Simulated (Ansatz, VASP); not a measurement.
**Ag: VASP beside Ansatz**

File INCAR:

```
PREC     = Accurate       # precision mode
ENCUT    = 520            # plane-wave cutoff, eV
EDIFF    = 1E-6           # SCF threshold, eV
ISMEAR   = -1             # smearing method
SIGMA    = 0.05           # smearing width, eV
LREAL    = F              # projectors in reciprocal space
LASPH    = T              # aspherical terms in the spheres
NELM     = 80             # most SCF steps
ALGO     = Normal         # electronic algorithm
ISIF     = 2              # what is computed and relaxed
LWAVE    = F              # write WAVECAR
LCHARG   = F              # write CHGCAR
GGA      = CA             # functional
NBANDS   = 12             # bands
```

Contents of KPOINTS:

```
regular mesh
0
Gamma
  15 15 15
```

The input POSCAR:

```
Ag
1.0
    0.0000000000      2.1043930000      2.0431000000
    2.1043930000      0.0000000000      2.0431000000
    2.1043930000      2.1043930000      0.0000000000
Ag
1
Direct
    0.0000000000      0.0000000000      0.0000000000
```

Input for Ansatz:

```yaml
crystal:
  lattice:
    - [0.0, 2.104393, 2.0431]
    - [2.104393, 0.0, 2.0431]
    - [2.104393, 2.104393, 0.0]
  atoms:
    - { symbol: Ag, position: [0.0, 0.0, 0.0] }
kpoints:
  mp_grid: { grid: [15, 15, 15] }
  band_path:
    path:
      - [0.0, 0.0, 0.0]
      - [0.0, 0.5, 0.5]
      - [0.25, 0.75, 0.5]
      - [0.0, 0.5, 0.0]
      - [0.0, 0.0, 0.0]
      - [0.5, 0.5, 0.0]
      - [0.3826125, 0.6173875, 0.0]
      - [-0.3826125, 0.3826125, 0.0]
      - [0.0, 0.0, 0.0]
    npoints: 5
scf:
  occupations: { method: fermi_dirac, width: 0.05 }
hamiltonian:
  xc: lda
  pseudopotentials: { kind: all_electron, lapw: { basis_error: 0.001 } }
output:
  forces: true
  stress: true
  eigenvalues: true
```

Change from the starting cell: equal xx and yy strain of +3 %.

Alike in both runs: task single point; functional LDA; k mesh 15 × 15 × 15; occupations fermi-dirac, width 0.05 eV; no spin polarisation.

|  | VASP | Ansatz |
| --- | --- | --- |
| version | VASP 6.6.1 | Ansatz 0.2.0 |
| potentials or method | VASP PAW LDA potentials, release 64 (Ag) | all-electron LAPW, scalar-relativistic |
| plane-wave cutoff (eV) | 520 | see its input |

|  | VASP | Ansatz | Ansatz less VASP |
| --- | --- | --- | --- |
| pressure (GPa) | -11.9 | -12.0 | -0.17 |
| largest component of the traceless stress (GPa) | 0.06 | 0.05 | -0.006 |

Ansatz ran all-electron here, so the differences hold the error of VASP's frozen core and of both bases.
